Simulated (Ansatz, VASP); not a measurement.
One calculation of InP, two programs

File INCAR:

```
PREC = Accurate
ENCUT = 520
EDIFF = 1E-6
ISMEAR = -1
SIGMA = 0.05
LREAL = F
LASPH = T
NELM = 80
ALGO = Normal
ISIF = 2
LWAVE = F
LCHARG = T
GGA = CA
LELF = T
LVHAR = T
NBANDS = 16
```

KPOINTS

```
Automatic mesh
0
Gamma
  8 8 8
```

The input POSCAR:

```
InP
1.0
    0.0000000000      2.8052702047      2.8052702047
    2.8052702047      0.0000000000      2.8052702047
    2.8052702047      2.8052702047      0.0000000000
In P
1 1
Direct
    0.0000000000      0.0000000000      0.0000000000
    0.5000000000      0.5000000000      0.5000000000
```

File input.yaml:

```yaml
crystal:
  lattice:
    - [0.0, 2.8052702047, 2.8052702047]
    - [2.8052702047, 0.0, 2.8052702047]
    - [2.8052702047, 2.8052702047, 0.0]
  atoms:
    - { symbol: In, position: [0.0, 0.0, 0.0] }
    - { symbol: P, position: [0.5, 0.5, 0.5] }
kpoints:
  mp_grid: { grid: [8, 8, 8] }
scf:
  occupations: { method: fermi_dirac, width: 0.05 }
hamiltonian:
  xc: lda
  pseudopotentials: { kind: all_electron, lapw: { basis_error: 0.001 } }
output:
  forces: true
  stress: true
  eigenvalues: true
```

Change from the starting cell: volume scaled by 1.04.

Alike in both runs: task single point; functional LDA; k mesh 8 × 8 × 8; occupations fermi-dirac, width 0.05 eV; no spin polarisation.

```csv
,VASP,Ansatz
version,VASP 6.6.1,Ansatz 0.2.0
potentials or method,"VASP PAW LDA potentials, release 64 (In_d, P)","all-electron LAPW, scalar-relativistic"
plane-wave cutoff (eV),520,see its input
```

|  | VASP | Ansatz | Ansatz less VASP |
| --- | --- | --- | --- |
| gap on the k mesh at the Fermi level (eV) | none | none | - |
| pressure (GPa) | -7.3 | -7.3 | +0.01 |

A gap of «none» marks a metal or a gap that the smearing closes. Ansatz ran all-electron here, so the differences hold the error of VASP's frozen core and of both bases.
